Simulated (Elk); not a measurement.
The cell is COD entry 9011605, as deposited and not checked against the literature; nothing was relaxed. It is an old determination, and later ones may differ.

A run on Mo: DFT, PBE, all-electron APW+lo, Dirac cores, scalar-relativistic bands (Elk 11.2.3 with local patches). The input:

```
tasks
  0
  110
  115

xctype
  20

rgkmax
  8.0

gmaxvr
  16.0

lmaxapw
  10

lmaxo
  7

lmaxi
  3

nrmtscf
  2.0

nempty
  8

epspot
  1e-06

epsengy
  1e-05

maxscl
  60

hmaxvr
  6.0

lradstp
  4

swidth
  0.001

mixtype
  0

beta0
  0.05

tforce
  .true.

sppath
  './'

avec
  -2.96875974179 2.96875974179 2.96875974179
  2.96875974179 -2.96875974179 2.96875974179
  2.96875974179 2.96875974179 -2.96875974179

atoms
  1
  'Mo.in'
  1
  0.000000000000 0.000000000000 0.000000000000   0.000 0.000 0.000

ngridk
  13 13 13
```

Sphere radii set in the species files: Mo 2.37 bohr.

Total energy and RMS change of the potential by loop (first and last loops):

| loop | E (Ha) | RMS ΔV (Ha) |
| --- | --- | --- |
| 1 | -4050.041285 | – |
| 2 | -4050.042016 | 1.03e-01 |
| 3 | -4050.040269 | 9.27e-02 |
| 4 | -4050.036420 | 8.48e-02 |
| 5 | -4050.030802 | 7.88e-02 |
| 53 | -4049.645819 | 1.15e-02 |
| 54 | -4049.642956 | 1.09e-02 |
| 55 | -4049.640234 | 1.04e-02 |
| 56 | -4049.637645 | 9.85e-03 |
| 57 | -4049.635184 | 9.34e-03 |
| 58 | -4049.632844 | 8.86e-03 |
| 59 | -4049.630620 | 8.40e-03 |
| 60 | -4049.628506 | – |

**Question.** Can this result be used?

**Answer.** No. The loop stopped after 60 iterations without meeting its targets: with linear mixing, beta0 = 0.05 the potential settles too slowly.
